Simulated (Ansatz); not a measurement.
# Zr2COF MXene monolayer in a perpendicular field, part 2 of 2

What dipole does a perpendicular field induce in the Zr2COF MXene monolayer? A positive field points along +c.

Ansatz 0.2.0; plane-wave DFT, PBE-D3(BJ), Ansatz PAW.

So far. Step 2 (Relaxing the slab): The lattice constant a goes from 3.289 to 3.273 Å.

## Step 3: Single point, field 0

A sawtooth potential applies the field, turning back in the middle of the vacuum. With the dipole correction the typed value is the field outside the slab. The induced dipole is small, so the SCF threshold is tight.

The cell differs from the one that the last finished run ended in (c 40.572 → 22.948 Å).

Contents of input.yaml:

```yaml
crystal:
  lattice:
    - [3.2733767489, 0.0, 0.0]
    - [-1.6366883744, 2.8348274207, 0.0]
    - [0.0, 0.0, 22.9484556305]
  atoms:
    - { symbol: F, position: [0.3333333333, 0.6666666667, 0.3921832539] }
    - { symbol: Zr, position: [0.6666666667, 0.3333333333, 0.449889735] }
    - { symbol: C, position: [0.0, 0.0, 0.5035914806] }
    - { symbol: Zr, position: [0.3333333333, 0.6666666667, 0.5658273266] }
    - { symbol: O, position: [0.6666666667, 0.3333333333, 0.6078167461] }
kpoints:
  mp_grid: { grid: [18, 18, 1] }
  band_path:
    path: [[0, 0, 0], [0.5, 0, 0], [0.33333333, 0.33333333, 0], [0, 0, 0]]
    npoints: 16
hamiltonian:
  xc: pbe
  dispersion: d3bj
scf:
  occupations: { method: fermi_dirac, width: 0.02585 }
  convergence: { dr2_threshold: 1.0e-10 }
efield:
  axis: 3
  dipole_correction: true
  ramp_position: 0.97
  ramp_width: 0.06
  amplitude: 0
output:
  dos: { projected: true, e_range: [-6, 5] }
  write_potential: true
  write_density: true
  volumetric_format: npy
  elf: true
```

The run is started by

```bash
> ansatz run input.yaml --threads 2 --pin off --max-ram 3072MiB --backend cpu --events-out ev --progress --plain --runs-dir out
```

Numbers of over 12 decimals in the logs are rounded to 6 here.

The log of the run:

```text
[...]
Crystal: 5 atoms, lattice volume = 212.949 Å³
Basis set: ecut = 420 eV, 4229 PW (Γ)
Bands: 26, of which v1, the nominal top of the filled ones, is band 21 counted from 1 (20 counted from 0)
Symmetry: 6 space group operations
[...]
k-points: 37 of 324 (time reversal used)
[...]
SCF iter   1: F=—  HF=-10001.205751 eV  |F-HF|=—  |Δ(HF+E_count)|=         —  Δρ=4.57e-3  dr2=3.53e-1  ethr=1.77e-3  p=-0.031 e·Å  D=-2.67e-2 V/Å  ΔV_dip=0.61 eV  dr2_dipole=8.76e-2  V_vac-E_F(+/−)=4.93/4.32 eV  ⟨swp⟩=8.5  Hψ=5059  notcnv=0
efield: sawtooth ramp at fractional position 0.9700 (set: `efield.ramp_position`, or a place that a band, a saddle search or an elastic batch's reference lends), width 0.0600; the density the first Hamiltonian is built on has a dipole p = -0.031 e·Å; the dipole correction subtracts the counter field D = -2.67e-2 V/Å, which shifts the + side's vacuum level by +0.61 eV against the − side's; the planar-averaged density in the ramp window peaks in size at 1.3e-5 e/Å³
[...]
SCF iter   2: F=—  HF=-10001.171592 eV  |F-HF|=—  |Δ(HF+E_count)|=   3.42e-2  Δρ=2.19e-3  dr2=4.03e-2  ethr=8.62e-4  p=-0.069 e·Å  D=-5.90e-2 V/Å  ΔV_dip=1.35 eV  dr2_dipole=8.40e-3  V_vac-E_F(+/−)=5.07/3.72 eV  ⟨swp⟩=2.0  Hψ=1424  notcnv=0  defer=31
[...]
SCF iter  10: F=-10001.167946 eV  HF=-10001.167946 eV  |F-HF|=1.76e-10  |Δ(HF+E_count)|=   2.11e-9  Δρ=2.08e-7  dr2=7.76e-11  ethr=1.00e-12  p=-0.081 e·Å  D=-6.89e-2 V/Å  ΔV_dip=1.58 eV  dr2_dipole=2.20e-12  V_vac-E_F(+/−)=5.24/3.66 eV  ⟨swp⟩=10.6  Hψ=3514  notcnv=0
SCF 1 converged in 10 iterations: F = -10001.167946 eV  dr2 = 7.76e-11
[...]
NSCF: frozen V_eff on 49 k-points
efield: sawtooth ramp at fractional position 0.9700 (kept from the solve that this one continues, or follows in the run), width 0.0600; the density the first Hamiltonian is built on has a dipole p = -0.081 e·Å; the dipole correction subtracts the counter field D = -6.89e-2 V/Å, which shifts the + side's vacuum level by +1.58 eV against the − side's; the planar-averaged density in the ramp window peaks in size at 2.4e-6 e/Å³
[...]
SCF converged after 10 iterations
Free energy (F): -10001.167946 eV
[...]
Internal energy: -10001.163527 eV  (E = F + TS)
E sigma→0 (E₀):  -10001.165736 eV
Entropy (-TS):   -0.004419 eV (-0.884 meV/atom)
Fermi energy:    0.962833 eV
Dipole field:    D = -0.068919 V/Å  (p = -0.081106 e·Å, saw-weighted, corrected)
Work function:   Φ+ = 5.2382 eV   Φ− = 3.6566 eV
Levels:          The Fermi level and band energies are counted from a zero that moves with the ramp; work functions are not
[...]
--- Band table (eV; the first three rows and the last of 37) ---
  k-point 0: bands = [... 17 lower, -2.1640, -1.1690, -1.1690, 1.7274, 1.7274, 1.9551, 3.0477, 3.5346, ... 1 higher]
  k-point 1: bands = [... 17 lower, -2.1287, -1.2845, -1.1975, 1.5900, 1.7719, 2.0349, 3.0109, 3.5850, ... 1 higher]
  k-point 2: bands = [... 17 lower, -2.0830, -1.5493, -1.2721, 1.3420, 1.9101, 2.0981, 3.0178, 3.7145, ... 1 higher]
  k-point 36: bands = [... 17 lower, -2.6179, -2.3337, -2.1429, 1.7909, 2.5886, 2.9095, 3.9133, 3.9393, ... 1 higher]
```

The job ended after 7 s (2 threads of AMD EPYC 9R45, shared host; peak memory 0.63 GiB).

Reading the cycles: dr2 is the Hartree energy of the density residual (eV), the measure of convergence; HF is the Harris–Foulkes estimate of the energy, which meets the free energy F at convergence.

Numbers from this step:

```yaml
energy_at_zero_smearing: -10001.1657 eV
work_function_upper_face: 5.238 eV
work_function_lower_face: 3.657 eV
dipole_along_the_normal: -0.08111 e·Å
step_between_the_vacuum_levels: 1.582 eV
```

Running mean over a fixed 2.7 Å (it still follows the layers) of the planar mean; the ramp of the sawtooth is left out. Electron's electrostatic potential energy less the Fermi level against z:

```
z (Å)  electron's electrostatic potential energy less the Fermi level (eV)
  3.5                                                                 3.66
  4.0                                                                 3.66
  4.5                                                                 3.66
  5.0                                                                 3.66
  5.5                                                                 3.66
  6.0                                                                 3.65
  6.5                                                                 3.63
  7.0                                                                 3.50
  7.5                                                                 2.49
  8.0                                                                0.591
  8.5                                                                -1.80
  9.0                                                                -5.56
  9.5                                                                -9.03
 10.0                                                                -10.9
 10.5                                                                -11.4
 11.0                                                                -11.1
 11.5                                                                -11.2
 12.0                                                                -11.0
 12.5                                                                -11.3
 13.0                                                                -10.7
 13.5                                                                -9.13
 14.0                                                                -6.50
 14.5                                                                -2.43
 15.0                                                                 1.27
 15.5                                                                 3.87
 16.0                                                                 5.01
 16.5                                                                 5.20
 17.0                                                                 5.23
 17.5                                                                 5.24
 18.0                                                                 5.24
 18.5                                                                 5.24
 19.0                                                                 5.24
 19.5                                                                 5.24
```

The density of states has structure finer than the step of the table below, so its rows give means over 0.25 eV, whole bins alone (the curve runs from -6 to 1.99 eV). Peaks (eV: height): -5.280: 8.01, -4.730: 7.28, -4.260: 5.45, -3.790: 10.8, -3.330: 6.01, -3.050: 8.17, -2.470: 5.93.

Table of density of states by energy, zero at the Fermi level; means over each step:

energy (eV), density of states (states/eV a cell) and a bar:
```
    -5.75        1.1 #######
    -5.50        2.2 #############
    -5.25        4.5 ##########################
    -5.00        2.6 ###############
    -4.75        5.1 ##############################
    -4.50        3.7 ######################
    -4.25        3.1 ##################
    -4.00        1.5 #########
    -3.75        4.7 ###########################
    -3.50        0.9 ######
    -3.25        4.0 #######################
    -3.00        4.1 ########################
    -2.75        4.0 ########################
    -2.50        4.3 #########################
    -2.25        1.1 ######
    -2.00        0.0 
    -1.75        0.0 
    -1.50        0.0 
    -1.25        0.0 
    -1.00        0.0 
    -0.75        0.0 
    -0.50        1.5 #########
    -0.25        1.6 #########
     0.00        1.6 ##########
     0.25        1.8 ##########
     0.50        1.1 #######
     0.75        2.1 ############
     1.00        1.5 #########
     1.25        1.7 ##########
     1.50        1.6 #########
     1.75        1.2 #######
```

Projected DOS per atom over height of the atomic layer and energy from the Fermi level. Layers: F Zr C Zr O from below.

Ten even steps from '0' (0.00 states/eV) to '9' (3.01 states/eV), each cell a mean:
```
02000
03000
03010
03010
02010
03010
02010
00000
00000
00000
00000
00100
02612
02413
02411
02413
00113
00125
00139
00036
00124
00001
```
Columns: height of the atomic layer (Å) from 9 to 13.9 (not evenly spaced); rows upwards: energy from the Fermi level (eV) from -5.96 to 1.96.

The electronic bands at the labelled points (eV, zero at the Fermi level):

```
  point  band 17  band 18  band 19  band 20  band 21  band 22  band 23  band 24
      Γ    -5.10    -3.13    -2.13    -2.13     0.76     0.76     0.99     2.08
halfway    -4.68    -3.60    -2.81    -2.43    -0.27     1.39     1.74     2.36
      M    -3.93    -3.86    -3.32    -2.37    -0.59     2.22     3.16     3.43
halfway    -4.02    -3.81    -3.36    -2.70    -0.04     2.12     2.43     3.02
      K    -4.41    -3.58    -3.30    -3.11     0.83     1.63     1.95     2.95
halfway    -4.52    -3.62    -2.87    -2.72     0.31     0.48     2.54     2.61
      Γ    -5.10    -3.13    -2.13    -2.13     0.76     0.76     0.99     2.08
```

Valence density in the ca plane at fractional y = 0.333, with atoms of Zr and O within 0.2 Å of it. It is the smooth field of the valence electrons, not physical close to the nuclei.

Ten steps, logarithmic in the rise over the least value, from '0' (0.0 e/Å³) to '9' (6.4 e/Å³), each cell a mean:
```
00000000112356654333334553100000000000000000
00000000012578874322347886310000000000000000
00000000012688885322358997410000000000000000
00000000012688885322347997310000000000000000
00000000012468764332345764200000000000000000
00000000122345544333344432100000000000000000
00000000233323334444454321000000000000000000
00000000233322334444554211000000000000000000
00000000123333344443443321000000000000000000
```
Columns run along c (16.0 Å, from fractional 0.24 to 0.94 of the cell), rows up along a (3.3 Å). Atoms in or near the plane, at fractional coordinates: Zr at (0.45, 0.67), O at (0.61, 0.67).

ELF in the ca plane at fractional y = 0.333, with atoms of Zr and O within 0.2 Å of it. It is the smooth field of the valence electrons, not physical close to the nuclei.

Ten even steps from '0' (0.00) to '9' (0.83), each cell a mean:
```
00000000111157632542125887520000000000000000
00000000000598883231259999741000000000000000
00000000001783594121279579852000000000000000
00000000001796793121269789842000000000000000
00000000000379852331137999631000000000000000
00000001232124324642112565310000000000000000
00000002455211358852342111000000000000000000
00000002466311478852342000000000000000000000
00000001343111236752221233100000000000000000
```
Columns run along c (16.0 Å, from fractional 0.24 to 0.94 of the cell), rows up along a (3.3 Å). Atoms in or near the plane, at fractional coordinates: Zr at (0.45, 0.67), O at (0.61, 0.67).

Electrostatic potential energy in the ca plane at fractional y = 0.333, with atoms of Zr and O within 0.2 Å of it. With pseudopotentials it is smooth inside the atoms' cores, unlike the true potential.

Ten even steps from '0' (-47 eV) to '9' (6 eV), each cell a mean:
```
99999999999999999999886435789888888999999999
99999999999999999999873000489998732599999999
99999999999999999999861000278999600289999999
99999999999999999999861000379998710389999999
99999999999999999999874112689988865899999999
99999999999999999999987666888877788999999999
99999999999999999999988888888876678999999999
99999999999999999999998888888765678999999999
99999999999999999999988778888876788999999999
```
Columns run along c (16.0 Å, from fractional 0.07 to 0.77 of the cell; values clipped at the 3rd and 97th percentile), rows up along a (3.3 Å). Atoms in or near the plane, at fractional coordinates: Zr at (0.45, 0.67), O at (0.61, 0.67).

The work function of the upper face is 5.24 eV.

## Step 4: Atoms held, field 0.1 V/Å

Edit input.yaml of step 3 so:

```diff
@@ -27,5 +27,4 @@
   ramp_width: 0.06
-  amplitude: 0
+  amplitude: 0.1
 output:
-  dos: { projected: true, e_range: [-6, 5] }
   write_potential: true
@@ -33,2 +32 @@
   volumetric_format: npy
-  elf: true
```

The log of the run:

```text
[...]
Crystal: 5 atoms, lattice volume = 212.949 Å³
Basis set: ecut = 420 eV, 4229 PW (Γ)
Bands: 26, of which v1, the nominal top of the filled ones, is band 21 counted from 1 (20 counted from 0)
Symmetry: 6 space group operations
[...]
k-points: 37 of 324 (time reversal used)
[...]
k-point 0: bands = [... 17 lower, -2.1445, -1.1559, -1.1559, 1.7404, 1.7404, 1.9631, 2.9788, 3.5514, ... 1 higher]
  k-point 1: bands = [... 17 lower, -2.1094, -1.2713, -1.1843, 1.6009, 1.7847, 2.0472, 2.9531, 3.6017, ... 1 higher]
  k-point 2: bands = [... 17 lower, -2.0646, -1.5348, -1.2584, 1.3530, 1.9223, 2.1115, 2.9755, 3.7256, ... 1 higher]
  k-point 36: bands = [... 17 lower, -2.5932, -2.3196, -2.1169, 1.7994, 2.5990, 2.9156, 3.9365, 3.9560, ... 1 higher]
[key lines of the parts left out:]
SCF converged after 13 iterations
Free energy (F): -10001.161260 eV
Fermi energy:    0.975608 eV
Dipole field:    D = -0.044705 V/Å  (p = -0.052610 e·Å, saw-weighted, corrected)
```

It took 7.4 s on 2 threads; peak memory 0.61 GiB; 15 s of CPU time.

The dipole is -0.0526 e·Å, 0.0285 e·Å from its value without field.

## Step 5: Atoms held, field -0.1 V/Å

Edit input.yaml of step 4 so:

```diff
@@ -27,3 +27,3 @@
   ramp_width: 0.06
-  amplitude: 0.1
+  amplitude: -0.1
 output:
```

The log of the run:

```text
[...]
Crystal: 5 atoms, lattice volume = 212.949 Å³
Basis set: ecut = 420 eV, 4229 PW (Γ)
Bands: 26, of which v1, the nominal top of the filled ones, is band 21 counted from 1 (20 counted from 0)
Symmetry: 6 space group operations
[...]
k-points: 37 of 324 (time reversal used)
[...]
k-point 0: bands = [... 17 lower, -2.1839, -1.1826, -1.1826, 1.7138, 1.7138, 1.9454, 3.1070, 3.5173, ... 1 higher]
  k-point 1: bands = [... 17 lower, -2.1485, -1.2983, -1.2113, 1.5783, 1.7585, 2.0216, 3.0578, 3.5678, ... 1 higher]
  k-point 2: bands = [... 17 lower, -2.1018, -1.5642, -1.2863, 1.3302, 1.8972, 2.0842, 3.0508, 3.6977, ... 1 higher]
  k-point 36: bands = [... 17 lower, -2.6431, -2.3484, -2.1693, 1.7818, 2.5776, 2.9028, 3.8896, 3.9222, ... 1 higher]
[key lines of the parts left out:]
SCF converged after 13 iterations
Free energy (F): -10001.177482 eV
Fermi energy:    0.949486 eV
Dipole field:    D = -0.093140 V/Å  (p = -0.109610 e·Å, saw-weighted, corrected)
```

Run time: 7.5 s. Hardware: 2 threads; peak memory 0.61 GiB.

The dipole is -0.110 e·Å, -0.0285 e·Å from its value without field.

## Step 6: Response, atoms held

This step: plane-wave DFT, PBE-D3(BJ), Ansatz PAW; response to a field along the normal, atoms held (Ansatz 0.2.0).

The dipoles give the slope, and the difference of two potentials shows where the field is screened.

This step gave:

| Quantity | Value |
| --- | --- |
| equivalent conductor thickness p/(ε₀AE) | 5.558 Å |
| distance between the outer atoms | 4.948 Å |

The dipole of the cell by applied field:

```
applied field (V/Å)  dipole of the cell (e·Å)
            -0.1000                    -0.110
             0.0000                   -0.0811
             0.1000                   -0.0526
```

Local field over the applied field, running mean. From the potentials at -0.1 and 0.1 V/Å; running mean over 2.5 Å. Table of local field over applied field by z:

```
z (Å)  local field over applied field
  4.5                           1.000
  5.0                           1.000
  5.5                           0.999
  6.0                           0.996
  6.5                           0.984
  7.0                           0.950
  7.5                           0.868
  8.0                           0.749
  8.5                           0.604
  9.0                           0.450
  9.5                           0.300
 10.0                           0.184
 10.5                           0.103
 11.0                          0.0545
 11.5                          0.0339
 12.0                          0.0365
 12.5                          0.0558
 13.0                           0.108
 13.5                           0.199
 14.0                           0.335
 14.5                           0.499
 15.0                           0.671
 15.5                           0.819
 16.0                           0.924
 16.5                           0.974
 17.0                           0.992
 17.5                           0.998
 18.0                           0.999
 18.5                           1.000
```

The induced electron density oscillates, so the rows of the table below give means over windows of 0.5 Å about each position, cut where the curve ends. Its maxima inside the range that stand out by 2 % of the span (Å: e/Å³ per V/Å): 8.46: 0.00312, 9.18: 0.00209, 10.33: 0.00135, 13.05: 1.1e-4, 14.06: -0.00153. Its minima: 8.89: 0.00146, 9.61: 7.7e-4, 12.19: -8.1e-4, 13.77: -0.00200, 14.63: -0.00358.

Electrons, planar mean, per unit field. The induced electron density by z; means over each step:

z (Å), induced electron density (e/Å³ per V/Å) and a bar from the least value:
```
      4.5    0.00000 ################
      5.0    0.00000 ################
      5.5    0.00000 ################
      6.0    0.00002 ################
      6.5    0.00006 ################
      7.0    0.00023 #################
      7.5    0.00073 ####################
      8.0    0.00202 ##########################
      8.5    0.00273 ##############################
      9.0    0.00178 #########################
      9.5    0.00109 ######################
     10.0    0.00103 #####################
     10.5    0.00096 #####################
     11.0    0.00042 ##################
     11.5    0.00005 ################
     12.0   -0.00056 #############
     12.5   -0.00047 ##############
     13.0    0.00004 ################
     13.5   -0.00097 ###########
     14.0   -0.00182 #######
     14.5   -0.00317 
     15.0   -0.00254 ###
     15.5   -0.00109 ###########
     16.0   -0.00037 ##############
     16.5   -0.00012 ################
     17.0   -0.00003 ################
     17.5   -0.00001 ################
     18.0    0.00000 ################
     18.5    0.00000 ################
```

By hand: between -0.1 and 0.1 V/Å the dipole changes by 0.057 e·Å, a slope of 0.285 e·Å²/V. A perfect conductor of thickness t has p = ε₀AEt, so t = 180.95 × 0.285 / 9.279 = 5.56 Å (e/ε₀ = 180.95 V·Å, A in Å²).

The induced dipole is that of a conductor 5.56 Å thick.

## Step 7: Results

```json
{
 "gap without field": "none",
 "work function, upper face": "5.24 eV",
 "step between the vacuum levels": "1.58 eV",
 "equivalent conductor thickness, atoms held": "5.56 Å"
}
```

The induced dipole equals that of a perfect conductor 5.56 Å thick, while the outer atoms lie 4.95 Å apart. The two faces differ: the vacuum level above lies 1.58 eV higher than the one below. There is no gap over 0.03 eV, with or without the field. The first relaxation ran with spin and lost its moment, and the later runs have none; other magnetic states were not tried. Spin-orbit coupling is left out. The MXene's terminations sit over the metal atoms of its far layer; the site over carbon or nitrogen, which some compounds prefer, was not run.

[Logs are printed without paths, hosts, clocks, repeated set-up lines and the standing remarks that a program may print on its own settings, such as how far it seeks lower states.]

[Hosts, paths, dates, database ids (printed as entryN), source tags and the programs' standing remarks are cut or masked in the printed files.]

[Maps of the electrostatic potential energy from Ansatz leave out the sawtooth potential of an applied field or a dipole correction, so their vacuum need not be flat; planar profiles and work functions include it.]

[The density of states shown here was stored with 400 of the rows of the run's finer table, so its peaks can read low, often by over a quarter, or be missed, and its means over a window can be off by a tenth or more.]
